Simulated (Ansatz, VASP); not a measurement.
## Zr (linear Zr chain) in two plane-wave programs

Wanted: the spread between two codes on one cell, functional and k mesh. The structure shown is the end of the Ansatz relaxation below. Other levels of theory on this material are compared in a session of their own.

Program: Ansatz 0.2.0. Level of theory: plane waves, with VASP 6.6.1 beside it; single point at r2SCAN. Results are calculated unless marked as measured.

## (1) Set-up

The cell holds 1 atom: 1 Zr. Cell: a = 7.500 Å, b = 7.500 Å, c = 2.963 Å, α = 90.0°, β = 90.0°, γ = 90.0°. Vacuum lies along a and b. The structure's axis is c.

As a file:

```cif
data_structure
_symmetry_space_group_name_H-M 'P 1'
_symmetry_Int_Tables_number 1
_cell_length_a 7.5000
_cell_length_b 7.5000
_cell_length_c 2.9633
_cell_angle_alpha 90.000
_cell_angle_beta 90.000
_cell_angle_gamma 90.000
_cell_volume 166.69
loop_
_atom_site_label
_atom_site_type_symbol
_atom_site_fract_x
_atom_site_fract_y
_atom_site_fract_z
_atom_site_occupancy
Zr1 Zr 0.50000 0.50000 0.00000 1
```

## (2) Ansatz: relaxation, r2SCAN

Ansatz runs on its default PAW (the set named soft_2) files.

This run makes the geometry at which the two programs are then compared.

Input file input.yaml:

```yaml
crystal:
  lattice:
    - [7.5, 0.0, 0.0]
    - [0.0, 7.5, 0.0]
    - [0.0, 0.0, 3.255]
  atoms:
    - { symbol: Zr, position: [0.5, 0.5, 0.0], spin: 1.0 }
magnetization:
  spin_polarized: true
kpoints:
  mp_grid: { grid: [1, 1, 25] }
scf:
  occupations: { method: fermi_dirac, width: 0.05 }
hamiltonian:
  xc: r2scan
relax:
  cell: { fix: [a, b, alpha, beta, gamma] }
  max_steps: 60
```

On the command line:

```
ansatz run input.yaml --threads 4 --pin off --max-ram 8192MiB --backend cpu --events-out ev --progress --plain --runs-dir out
```

Numbers of over 12 decimals in the logs are rounded to 6 here.

Output:

```text
Engine: ansatz 0.2.0, aarch64-unknown-linux-gnu
Pseudopotentials: kind: paw
Pseudopotential: Zr, paw, valence charge 12, recommended cutoff 500 eV (meta_gga), Zr.paw.azcp
Functional definition: r2SCAN
  parameter k0 = 0.174
  parameter k1 = 0.065
  parameter a1 = 4.9479
  exchange = r2scan_x(k0 = k0, k1 = k1, a1 = a1)
  correlation = r2scan_c
Crystal: 1 atoms, lattice volume = 183.094 Å³
Basis set: ecut = 500 eV, 4659 PW (Γ), exchange–correlation on 240×240×96 points (64 copies of the dense FFT grid, shifted against one another)
Bands: 11, of which v1, the nominal top of the filled ones, is band 6 counted from 1 (5 counted from 0)
Symmetry: 16 space group operations
Space group: P4/mmm (ITA 123), of the structure as read, at distance tolerance 5.7e-5 Å
Magnetic group: BNS 123.339 (UNI 999), of the structure as read, at distance tolerance 5.7e-5 Å
k-points: 13 of 25
Non-local potential: Zr, projectors of the file, l = 0: 3, l = 1: 2, l = 2: 2, l = 3: 2
PAW form: soft (Blöchl's): semilocal exchange-correlation on the pseudo side does not see the compensation charge
PAW frozen core: Zr, regenerated for the run's functional (the file was generated under x = pbe(κ = 0.804, μ = 0.219515), c = pbe(β = 0.066725))
PAW one-centre angular grid: Zr, 590 points (default); XC on 160 Gauss nodes
Initial density: superposition of atomic densities (neutral atoms: chi_scale 0, normalization atom)
Starting moments: Σ|m| = 1 μB on 1 of 1 site
Initial wavefunctions: pseudopotential atomic-orbital guess
Functional: x = r2scan, c = r2scan; τ floored in thin density (d = 2e-4 eV/Å³)
SCF iter   1: F=—  HF=-4190.058822 eV  |F-HF|=—  |Δ(HF+E_count)|=         —  Δρ=9.65e-3 (↑9.65e-3 ↓8.16e-3)  dr2=1.06e0  dr2_τ=3.78e-3  dr2_m=4.94e-3  M=1.242 μB ∫|m|=1.242 μB  β_m=1.00  ethr=3.10e-3  ⟨swp⟩=4.7  Hψ=1570  notcnv=0
Mixer restart at iter 1: flushing history
preconditioner: auto → LDOS  [metal: Δε(μ)=0.029 eV  Ē_g=2.384 eV  σ=0.050 eV  W_gap=0.14  n_scr=12 (ndim 8)  ℏωp=5.5 eV  f_vac=0.509  D(μ)=6.03/eV (n_scr^D=42)]
spin=Collinear: LDOS preconditioning applied to the charge; magnetization (m = ρ↑ − ρ↓) channel mixes plain (no charge-response kernel on spin).
SCF iter   2: F=—  HF=-4190.045745 eV  |F-HF|=—  |Δ(HF+E_count)|=   1.31e-2  Δρ=6.91e-3 (↑6.91e-3 ↓5.99e-3)  dr2=4.89e-1  dr2_τ=2.02e-3  dr2_m=8.63e-3  M=1.476 μB ∫|m|=1.476 μB  β_m=1.00  ethr=3.10e-3  ⟨swp⟩=2.0  Hψ=617  notcnv=0  κ⁻¹=1.0e0(r=1)
SCF iter   3: F=—  HF=-4190.180451 eV  |F-HF|=—  |Δ(HF+E_count)|=   1.35e-1  Δρ=5.20e-3 (↑5.20e-3 ↓3.65e-3)  dr2=9.90e-2  dr2_τ=1.60e-3  dr2_m=4.99e-3  M=1.903 μB ∫|m|=1.903 μB  β_m=1.00  ethr=3.10e-3  ⟨swp⟩=3.2  Hψ=571  notcnv=0  κ⁻¹=7.8e-2(r=2)
SCF iter   4: F=—  HF=-4190.798018 eV  |F-HF|=—  |Δ(HF+E_count)|=         —  Δρ=1.14e-2 (↑1.14e-2 ↓8.55e-3)  dr2=1.69e-1  dr2_τ=1.13e-2  dr2_m=9.47e-2  M=2.812 μB ∫|m|=2.812 μB  β_m=1.00  ethr=8.25e-4  ⟨swp⟩=2.5  Hψ=514  notcnv=0
Mixer restart at iter 4: flushing history
SCF iter   5: F=—  HF=-4190.683467 eV  |F-HF|=—  |Δ(HF+E_count)|=   1.15e-1  Δρ=2.20e-3 (↑2.20e-3 ↓1.69e-3)  dr2=2.01e-2  dr2_τ=4.77e-4  dr2_m=2.25e-3  M=2.947 μB ∫|m|=2.947 μB  β_m=1.00  ethr=4.17e-4  ⟨swp⟩=3.3  Hψ=723  notcnv=0
SCF iter   6: F=—  HF=-4190.698838 eV  |F-HF|=—  |Δ(HF+E_count)|=   1.54e-2  Δρ=1.27e-3 (↑1.12e-3 ↓1.27e-3)  dr2=1.25e-2  dr2_τ=5.18e-5  dr2_m=2.95e-4  M=2.965 μB ∫|m|=2.965 μB  β_m=1.00  ethr=1.68e-4  ⟨swp⟩=3.2  Hψ=641  notcnv=0  defer=3  κ⁻¹=1.0e0(r=1)
SCF iter   7: F=—  HF=-4190.706336 eV  |F-HF|=—  |Δ(HF+E_count)|=   7.50e-3  Δρ=6.78e-4 (↑4.60e-4 ↓6.78e-4)  dr2=4.13e-3  dr2_τ=1.42e-5  dr2_m=6.71e-5  M=2.972 μB ∫|m|=2.972 μB  β_m=1.00  ethr=1.04e-4  ⟨swp⟩=2.9  Hψ=639  notcnv=0  defer=3  κ⁻¹=1.2e-1(r=2)
SCF iter   8: F=—  HF=-4190.710170 eV  |F-HF|=—  |Δ(HF+E_count)|=   3.83e-3  Δρ=3.92e-4 (↑3.15e-4 ↓3.92e-4)  dr2=1.20e-3  dr2_τ=4.18e-6  dr2_m=7.93e-6  M=2.965 μB ∫|m|=2.965 μB  β_m=1.00  ethr=3.44e-5  ⟨swp⟩=2.8  Hψ=643  notcnv=0  defer=4  κ⁻¹=1.9e-2(r=3)
[...]
Crystal: 1 atoms, lattice volume = 166.686 Å³
Basis set: ecut = 500 eV, 4251 PW (Γ), exchange–correlation on 240×240×96 points (64 copies of the dense FFT grid, shifted against one another)
[...]
preconditioner: auto → LDOS  [metal: Δε(μ)=0.076 eV  Ē_g=3.501 eV  σ=0.050 eV  W_gap=0.35  n_scr=8 (ndim 8)  ℏωp=5.8 eV  f_vac=0.534  D(μ)=2.00/eV (n_scr^D=8)]
spin=Collinear: LDOS preconditioning applied to the charge; magnetization (m = ρ↑ − ρ↓) channel mixes plain (no charge-response kernel on spin).
[...]
SCF 4 converged in 10 iterations: F = -4190.833708 eV  dr2 = 7.23e-9
relax step   4: F+E_penalty+E_count = -4190.83370821 eV  Δ(F+E_penalty+E_count) = -7.626e-4 eV  max|allowed force component| = 0.000e0 eV/Å  Δτ_max = 0.0000 Å  P = -0.283 GPa  Ω = 166.686 Å³  energy of the carried Pulay correction = +8.725e-4 eV  fix = [a, b, alpha, beta, gamma]  reactions: a -0.438, b -0.438 GPa  (10 SCF iters, dr2 threshold 1.00e-7 eV, accepted)
Initial wavefunctions: pseudopotential atomic-orbital guess (no wavefunctions were taken with the density)
iter 1 solved again at ethr=9.10e-8 eV; its pass at ethr=3.10e-3 eV (dr2=1.09e-5 eV) is discarded
SCF iter   1: F=—  HF=-4190.833026 eV  |F-HF|=—  |Δ(HF+E_count)|=         —  Δρ=4.81e-5 (↑4.07e-5 ↓4.81e-5)  dr2=1.14e-6  dr2_τ=3.67e-6  dr2_m=1.59e-7  M=3.104 μB ∫|m|=3.104 μB  β_m=1.00  ethr=9.10e-8  ⟨swp⟩=3.9  Hψ=2742  notcnv=0
preconditioner: auto → LDOS  [metal: Δε(μ)=0.073 eV  Ē_g=3.484 eV  σ=0.050 eV  W_gap=0.34  n_scr=8 (ndim 8)  ℏωp=5.8 eV  f_vac=0.534  D(μ)=1.93/eV (n_scr^D=8)]
spin=Collinear: LDOS preconditioning applied to the charge; magnetization (m = ρ↑ − ρ↓) channel mixes plain (no charge-response kernel on spin).
SCF iter   2: F=—  HF=-4190.833029 eV  |F-HF|=—  |Δ(HF+E_count)|=   3.61e-6  Δρ=3.03e-5 (↑3.03e-5 ↓3.02e-5)  dr2=5.46e-7  dr2_τ=2.99e-7  dr2_m=5.38e-9  M=3.104 μB ∫|m|=3.104 μB  β_m=1.00  ethr=9.51e-9  ⟨swp⟩=2.5  Hψ=555  notcnv=0  κ⁻¹=1.0e0(r=1)
SCF iter   3: F=—  HF=-4190.833068 eV  |F-HF|=—  |Δ(HF+E_count)|=   3.89e-5  Δρ=1.75e-5 (↑1.75e-5 ↓1.72e-5)  dr2=1.78e-7  dr2_τ=1.02e-7  dr2_m=6.68e-10  M=3.104 μB ∫|m|=3.104 μB  β_m=1.00  ethr=4.55e-9  ⟨swp⟩=2.5  Hψ=503  notcnv=0  κ⁻¹=5.0e-2(r=2)
SCF iter   4: F=—  HF=-4190.833092 eV  |F-HF|=—  |Δ(HF+E_count)|=   2.36e-5  Δρ=2.28e-6 (↑2.27e-6 ↓2.28e-6)  dr2=8.98e-9  dr2_τ=1.45e-9  dr2_m=7.76e-10  M=3.104 μB ∫|m|=3.104 μB  β_m=1.00  ethr=1.48e-9  ⟨swp⟩=2.4  Hψ=534  notcnv=0  κ⁻¹=3.2e-3(r=3)
SCF iter   5: F=—  HF=-4190.833092 eV  |F-HF|=—  |Δ(HF+E_count)|=   2.26e-7  Δρ=8.45e-7 (↑7.36e-7 ↓8.45e-7)  dr2=1.63e-9  dr2_τ=9.61e-11  dr2_m=1.25e-10  M=3.104 μB ∫|m|=3.104 μB  β_m=1.00  ethr=7.48e-11  ⟨swp⟩=2.8  Hψ=554  notcnv=0  κ⁻¹=6.1e-4(r=4)
SCF iter   6: F=—  HF=-4190.833092 eV  |F-HF|=—  |Δ(HF+E_count)|=   2.63e-8  Δρ=3.48e-7 (↑2.69e-7 ↓3.48e-7)  dr2=2.16e-10  dr2_τ=1.15e-11  dr2_m=7.73e-12  M=3.104 μB ∫|m|=3.104 μB  β_m=1.00  ethr=1.36e-11  ⟨swp⟩=2.7  Hψ=494  notcnv=0  κ⁻¹=2.9e-5(r=5)
SCF iter   7: F=—  HF=-4190.833092 eV  |F-HF|=—  |Δ(HF+E_count)|=   8.09e-9  Δρ=1.62e-7 (↑1.57e-7 ↓1.62e-7)  dr2=7.09e-11  dr2_τ=2.77e-12  dr2_m=6.58e-13  M=3.104 μB ∫|m|=3.104 μB  β_m=1.00  ethr=1.80e-12  ⟨swp⟩=2.8  Hψ=453  notcnv=0  κ⁻¹=7.4e-6(r=6)
SCF iter   8: F=—  HF=-4190.833092 eV  |F-HF|=—  |Δ(HF+E_count)|=   5.07e-9  Δρ=4.16e-8 (↑4.16e-8 ↓4.02e-8)  dr2=5.41e-12  dr2_τ=8.01e-14  dr2_m=7.57e-13  M=3.104 μB ∫|m|=3.104 μB  β_m=1.00  ethr=1.00e-12  ⟨swp⟩=3.1  Hψ=440  notcnv=0  κ⁻¹=1.2e-6(r=7)
SCF iter   9: F=-4190.833092 eV  HF=-4190.833092 eV  |F-HF|=3.57e-9  |Δ(HF+E_count)|=   3.06e-9  Δρ=2.59e-8 (↑2.48e-8 ↓2.59e-8)  dr2=1.60e-12  dr2_τ=4.14e-14  dr2_m=1.62e-13  M=3.104 μB ∫|m|=3.104 μB  ethr=1.00e-12  ⟨swp⟩=4.0  Hψ=1208  notcnv=0
SCF 5 converged in 9 iterations: F = -4190.833092 eV  dr2 = 1.60e-12
relax step   5: F+E_penalty+E_count = -4190.83309196 eV  Δ(F+E_penalty+E_count) = +6.162e-4 eV  max|allowed force component| = 0.000e0 eV/Å  Δτ_max = 0.0000 Å  P = -0.285 GPa  Ω = 166.686 Å³  fix = [a, b, alpha, beta, gamma]  reactions: a -0.439, b -0.439 GPa  stress off target by 2.37e-2 GPa on what of the cell is left free  SCF on the basis re-selected at this cell (its energy is not comparable with the rows above)  (9 SCF iters)
basis re-selected at this cell: Δ(F+E_penalty+E_count) = +6.162e-4 eV, ΔP = -0.002 GPa vs the last step (what re-selecting the basis moved, of the pressure what is left beyond the Pulay correction that the steps carried, after the strain that the cell walked since its last selection, with what the two solves' SCF thresholds leave and, on support functions, any second-order correction that the steps lacked; it is no measure of the basis error at this ecutwfc). This SCF's stress stands 2.37e-2 GPa from its target on what of the cell is left free (relax.cell.stress_tol is 5.00e-2 GPa) and its largest allowed force component is 0.00e0 eV/Å (relax.f_tol is 1.00e-2 eV/Å): [rest of the remark cut]
SCF converged after 9 iterations
Stability not checked: this state was not tested for a lower state beside it, because the mixer in use, unlike msr1, does not test its closes by its own steps (another_mixer; see scf.mixing.algorithm and scf.lower_state_search)
Magnetization: 3.1039 μB (7.5519 up, 4.4481 down)
Absolute magnetization: 3.1041 μB (∫|ρ↑−ρ↓|, with the PAW one-centre terms)
Spin contamination: 0.0059 ħ² per cell (⟨S²⟩ above its minimum at these occupations)
Per-site moments (μB) at R_I (Å): [(1.635639, 1.222367)]
Free energy (F): -4190.833092 eV
Harris-Foulkes:  -4190.833092 eV  (|F-HF|=3.57e-9)
Internal energy: -4190.817775 eV  (E = F + TS)
E sigma→0 (E₀):  -4190.825433 eV
Entropy (-TS):   -0.015317 eV (-15.317 meV/atom)
Fermi energy:    -0.658399 eV
--- Per-component energies (eV) ---
  E_band       = -285.101031
  E_kinetic    = 330.400480
  E_local      = -1841.501304  (includes V_loc(G=0)·N_el)
  E_nonlocal   = 83.686161
  E_hartree    = 709.463076
  E_xc         = -152.107396
  E_vxc        = -207.601615  (∫ρ·V_xc dr)
  E_paw        = -2972.215075  (= ΣΔE_a)
  E_vpaw       = -82.661113  (= ΣTr[D̂ρ^β])
  E_aug_tail   = 0.000010  (compensation charges beyond the density's cutoff)
  E_vtau       = 13.650205  (kinetic-family band-sum trace: ∫τ·v_τ [+ j·A + Jᵃ·Aᵃ] dr)
  E_ewald      = -348.378986
  E_core_change = -0.164742  (= ΣΔE_core)
  E_smearing   = -0.015317  (= −TS)
  E_closure    = 0.000000  (closes the sum)
  Σ components = -4190.833092   (vs F -4190.833092, Δ=0.00e0)
--- Forces (eV/Å), atoms counted from 1 ---
  atom   1  Zr     0.00000000    -0.00000000     0.00000000
  max |Σ_I F_I| component: 6.31e-30 eV/Å
--- Stress (GPa, compression-positive) ---
       -0.439217       0.000000       0.000000
        0.000000      -0.439217       0.000000
        0.000000       0.000000       0.023728
  P = ⅓ Tr σ = -0.2849 GPa (-2.849 kbar)
--- Relaxed structure (4 steps of the walk, 4 accepted, 1 SCFs on fresh bases) ---
  F+E_penalty+E_count = -4190.83309196 eV   max|allowed force component| = 0.000e0 eV/Å   (the final SCF, on the basis selected at the relaxed cell)
  cell:  # Å, volume = 166.6864 Å³
    - [7.5, 0.0, 0.0]
    - [0.0, 7.5, 0.0]
    - [0.0, 0.0, 2.963314]
  atoms:
    - { symbol: Zr, position: [0.5, 0.5, 0.0] }
```

The column dr2 measures how far the density is from self-consistency, as an energy; F and HF (Harris–Foulkes) agree once it is small.

[end of part 1 of 2]

[Lines on the potential files, build, host, timing and source positions are cut from VASP's logs without a mark.]

[Logs are printed without paths, hosts, clocks, repeated set-up lines and the standing remarks that a program may print on its own settings, such as how far it seeks lower states.]

[Hosts, paths, dates, database ids (printed as entryN), source tags and the programs' standing remarks are cut or masked in the printed files.]
